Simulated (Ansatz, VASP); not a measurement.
Li in VASP and in Ansatz

The input INCAR:

```
PREC = Accurate
ENCUT = 600
EDIFF = 1E-7
ISMEAR = -1
SIGMA = 0.1
LREAL = False
LASPH = True
NELM = 100
ALGO = Normal
ISIF = 3
LWAVE = False
LCHARG = False
IBRION = 2
NSW = 80
EDIFFG = -0.1
```

KPOINTS

```
Automatic mesh
0
Gamma
  5 5 5
```

POSCAR

```
Li
1.0
    0.0000000000      2.2020000000      2.2020000000
    2.2020000000      0.0000000000      2.2020000000
    2.2020000000      2.2020000000      0.0000000000
Li
1
Direct
    0.0000000000      0.0000000000      0.0000000000
```

Input for Ansatz:

```yaml
crystal:
  lattice:
    - [0.0, 2.202, 2.202]
    - [2.202, 0.0, 2.202]
    - [2.202, 2.202, 0.0]
  atoms:
    - { symbol: Li, position: [0.0, 0.0, 0.0] }
basis:
  ecutwfc: 544.22772491976
  ecutrho_ratio: 8
kpoints:
  mp_grid:
    grid: [5, 5, 5]
    shift: [0.0, 0.0, 0.0]
hamiltonian:
  xc: lda
  dispersion: none
scf:
  convergence:
    dr2_threshold: 1.0e-08
  occupations:
    method: fermi_dirac
    width: 0.1
relax:
  f_tol: 0.1
  cell: {}
```

This isn't the form of Li at room conditions, which is bcc.

Alike in both runs: task relaxation of cell and atoms; functional LDA; k mesh 5 × 5 × 5; occupations fermi-dirac, width 0.1 eV; no spin polarisation.

```csv
,VASP,Ansatz
version,VASP 6.6.1,Ansatz 0.2.0
potentials or method,"VASP PAW LDA potentials, release 64 (Li_sv)","plane waves, PAW"
plane-wave cutoff (eV),600,544
valence electrons in the cell,3,3
```

Ansatz gave:

| Item | Value |
| --- | --- |
| relaxed volume (Å³/atom) | 18.87 |
| relaxed cell length with the largest relative difference (Å) | 2.988 |
| energy change over the relaxation (meV/atom) | -13 |

Question: Which values does VASP return?

Answer: Relaxed volume (Å³/atom): 19.05; relaxed cell length with the largest relative difference (Å): 2.998; energy change over the relaxation (meV/atom): -16.

Ansatz warned: «stress_scf_threshold_loose».

Caveats: the k mesh is coarse (spacing up to 0.49 Å⁻¹), so the values aren't converged; the cutoff is under 1.25 times the usual one of these potentials, so pressure, stress and relaxed cells hold a basis-set (Pulay) error (VASP); the volume moved by -11 % from the deposited cell, more than functionals usually miss. LDA usually gives volumes a few per cent too small. Zero-point motion and thermal expansion aren't in these numbers.
